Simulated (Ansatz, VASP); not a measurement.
## One calculation of HfO2, two programs

```
CELL_PARAMETERS angstrom
0.00000 2.52191 2.52191
2.52191 0.00000 2.52191
2.52191 2.52191 0.00000
ATOMIC_POSITIONS crystal
Hf 0.00000 0.00000 0.00000
O 0.25000 0.25000 0.25000
O 0.75000 0.75000 0.75000
```

Alike in both runs: functional PBEsol; k mesh 8 × 8 × 8; occupations gaussian, width 0.02 eV; no spin polarisation.

Ansatz relaxed the structure, and its values are those at the end. VASP's run is a single point on that final structure, the one shown.

|  | VASP | Ansatz |
| --- | --- | --- |
| version | VASP 6.6.1 | Ansatz 0.2.0 |
| potentials or method | VASP PAW PBE potentials, release 64 (Hf_pv, O) | scalar-relativistic, plane waves, PAW |
| plane-wave cutoff (eV) | 520 | 420 |
| valence electrons in the cell | 22 | 38 |

|  | VASP | Ansatz | Ansatz less VASP |
| --- | --- | --- | --- |
| gap on the k mesh at the Fermi level (eV) | 3.71 | 3.69 | -0.023 |
| least direct gap on the mesh (eV) | 3.71 | 3.69 | -0.023 |
| pressure (GPa) | -3.7 | 0.0 | +3.72 |

The two sets of potentials don't hold the same shells in valence.

Caveats: the PAW data sets were made with another functional, which shifts forces and pressure a little (VASP); spin-orbit coupling is left out, which moves the levels of the heavy elements. A k mesh can miss the band edges.
